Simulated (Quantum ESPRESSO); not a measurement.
# AlN under changes of volume

One of the cells (10.451 Å³/atom); the others are scaled copies at fixed shape and fractional positions:

```
Al N
1.0
     3.11300    0.00000    0.00000
    -1.55650    2.69594    0.00000
     0.00000    0.00000    4.98100
Al N
2 2
Direct
  0.66667 0.33333 0.50000
  0.33333 0.66667 0.00000
  0.66667 0.33333 0.88000
  0.33333 0.66667 0.38000
```

| Property | Result |
| --- | --- |
| Program | Quantum ESPRESSO 7.5 |
| Functional | PBE |
| Potentials or basis | SSSP 1.3 efficiency PBE |
| Cutoff | 816 eV |
| Density cutoff | 6531 eV |
| k mesh | 10 × 10 × 6 |
| Occupations | fermi-dirac, width 0.05 eV |
| Spin | no spin polarisation |

| volume (Å³/atom) | energy over the lowest point (meV/atom) | pressure (GPa) | gap on the mesh (eV) | largest force (eV/Å) |
| --- | --- | --- | --- | --- |
| 9.824 | ? | ? | ? | ? |
| 10.033 | 25.00 | 13.2 | 4.60 | 0.163 |
| 10.242 | 10.78 | 8.3 | 4.41 | 0.147 |
| 10.451 | 2.63 | 3.8 | 4.23 | 0.131 |
| 10.660 | 0.00 | -0.2 | 4.06 | 0.116 |
| 10.869 | 2.36 | -3.8 | 3.89 | 0.102 |
| 11.078 | 9.26 | -7.1 | 3.73 | 0.089 |

What does the run at 9.824 Å³/atom give?

Energy over the lowest point 45.91 meV/atom; pressure 18.5 GPa; gap on the mesh 4.79 eV; largest force 0.181 eV/Å.

Worked out: A Birch-Murnaghan fit of order 3 (a polynomial in V^(-2/3)) to the other rows has its minimum at 10.66 Å³/atom with B0 = V·E''(V) = 195 GPa and B' = 4.0 at fixed shape and positions, which overstates the stiffness. It gives 45.93 meV/atom at 9.824 Å³/atom, against the run's 45.91, and -dE/dV = 18.8 GPa, against 18.5. A straight line through the other rows of the gap, of slope -8.77 eV per unit of ln V (its deformation potential), extrapolates to 4.78 eV, against the run's 4.79.

Energies are extrapolated to zero smearing.

A mesh can miss the band edges.
